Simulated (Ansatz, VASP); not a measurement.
HfB2 in VASP and in Ansatz

```
CELL_PARAMETERS angstrom
3.16080 0.00000 0.00000
-1.58040 2.73733 0.00000
0.00000 0.00000 3.50305
ATOMIC_POSITIONS crystal
Hf 0.00000 0.00000 0.00000
B 0.33333 0.66667 0.50000
B 0.66667 0.33333 0.50000
```

Change from the starting cell: volume scaled by 1.02.

Alike in both runs: task single point; functional PBEsol; k mesh 15 × 15 × 12; occupations fermi-dirac, width 0.03 eV; no spin polarisation.

|  | VASP | Ansatz |
| --- | --- | --- |
| version | VASP 6.6.1 | Ansatz 0.2.0 |
| potentials or method | VASP PAW PBE potentials, release 64 (Hf_pv, B), cutoff 520 eV | all-electron LAPW, scalar-relativistic |

Ansatz gave:

- pressure (GPa): -9.0
- largest component of the traceless stress (GPa): 0.44

Problem. Which values does VASP return?

Solution. Pressure (GPa): -9.2; largest component of the traceless stress (GPa): 0.35.

Ansatz ran all-electron here, so the differences hold the error of VASP's frozen core and of both bases.

Caveats: the PAW data sets were made with another functional, which shifts forces and pressure a little (VASP). The runs have no spin-orbit coupling, so splittings on Hf are missing.
